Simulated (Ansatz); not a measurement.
A surface is cut from this relaxed crystal of GaAs:

```
CELL_PARAMETERS angstrom
0.00000 2.82914 2.82914
2.82914 0.00000 2.82914
2.82914 2.82914 0.00000
ATOMIC_POSITIONS crystal
Ga 0.00000 0.00000 0.00000
As 0.75000 0.75000 0.75000
```

Miller indices refer to the conventional cell of F-43m (No. 216), a = 5.658 Å, b = 5.658 Å, c = 5.658 Å, α = 90.00°, β = 90.00°, γ = 90.00°. The bulk's gap is 0.42 eV.

The (210) slab of 19 planes, 11.4 Å thick with 15 Å of vacuum as cut; outer planes As (top) and As (bottom).

Theory: DFT PBEsol, scalar-relativistic, plane waves, PAW (Ansatz). Cutoff 420 eV; k points 7×6×1 on the computed 19-atom cell (Γ-centred); Gaussian smearing, width 0.05 eV; no spin polarisation. A dipole correction removes the field between periodic images along c.

The slab isn't stoichiometric (Ga9As10), so its surface energy depends on the chemical potentials; it is given with the excess atoms taken from the element's standard state, a limit at which the compound may itself be unstable, so the figure can be too low. This cut of an insulator is polar or leaves open shells, so the slab is metallic here; real surfaces compensate by reconstruction or adsorbates. The slab's middle planes relax by over 3 % too, so it holds no bulk-like region.

Results for the relaxed slab:

```
Surface energy with the excess atoms taken from the elements : 0.99 J/m²
Gap of the slab on the mesh                                  : none (metal or semimetal)
Work function                                                : 4.80 eV
```

Relaxation lowers the energy by 0.467 J/m² a face; the largest move is 0.866 Å.

```tsv
plane (bottom to top)	atoms	spacing to next, bulk (Å)	relaxed (Å)	change (%)
1	As	0.633	0.899	+42.2
2	Ga	0.633	0.084	-86.7
3	As	0.633	0.703	+11.1
4	Ga	0.633	0.708	+12.0
5	As	0.633	0.642	+1.5
6	Ga	0.633	0.691	+9.3
7	As	0.633	0.577	-8.8
8	Ga	0.633	0.611	-3.5
9	As	0.633	0.671	+6.1
10	Ga	0.633	0.671	+6.1
11	As	0.633	0.610	-3.6
12	Ga	0.633	0.575	-9.0
13	As	0.633	0.693	+9.6
14	Ga	0.633	0.643	+1.6
15	As	0.633	0.705	+11.4
16	Ga	0.633	0.703	+11.1
17	As	0.633	0.088	-86.1
18	Ga	0.633	0.897	+41.8
19	As
```

Gaps are read on the k points sampled, so a band crossing between them can be missed.